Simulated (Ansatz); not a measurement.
Set up this calculation in Ansatz 0.2.0, as the native input.

```yaml
Task: relaxation of cell and atoms
Functional: BLYP
Potentials_or_basis: all-electron LAPW, scalar-relativistic
Basis_error_allowed: 0.001 eV/atom
k_mesh: 11 × 11 × 11
Occupations: fermi-dirac, width 0.05 eV
Spin: no spin polarisation
```

Crystal: Nb.

```
Nb
1.0
    -1.66395    1.66395    1.66395
     1.66395   -1.66395    1.66395
     1.66395    1.66395   -1.66395
Nb
1
Direct
  0.00000 0.00000 0.00000
```

One way to write it, as run:

input.yaml

```yaml
crystal:
  lattice:
    - [-1.66395, 1.66395, 1.66395]
    - [1.66395, -1.66395, 1.66395]
    - [1.66395, 1.66395, -1.66395]
  atoms:
    - { symbol: Nb, position: [0.0, 0.0, 0.0] }
kpoints:
  mp_grid: { grid: [11, 11, 11] }
scf:
  occupations: { method: fermi_dirac, width: 0.05 }
hamiltonian:
  xc: blyp
  pseudopotentials: { kind: all_electron, lapw: { basis_error: 0.001 } }
output:
  forces: true
  stress: true
relax:
  f_tol: 0.01
  max_steps: 60
  cell: {}
```

Potentials or basis: all-electron LAPW, scalar-relativistic.

Launch:

```console
$ ansatz run input.yaml --threads 1 --pin off --max-ram 3072MiB --backend cpu --events-out ev --progress --plain --runs-dir out
```

Results of the run:

- Relaxed volume: 18.89 Å³/atom
- Relaxed cell: a = 2.906 Å, b = 2.906 Å, c = 2.906 Å, α = 109.47°, β = 109.47°, γ = 109.47°
- Space group after relaxing (to 0.05 Å): Im-3m (No. 229)
- Energy gained by relaxing: 5.8 meV/atom
- Ionic steps: 4
- Pressure after relaxing: 0.0 GPa

Run time: 33 s on 1 thread of Intel(R) Xeon(R) Processor @ 2.50GHz (Skylake/Cascade Lake), with other jobs on the host, peak memory 0.28 GiB.
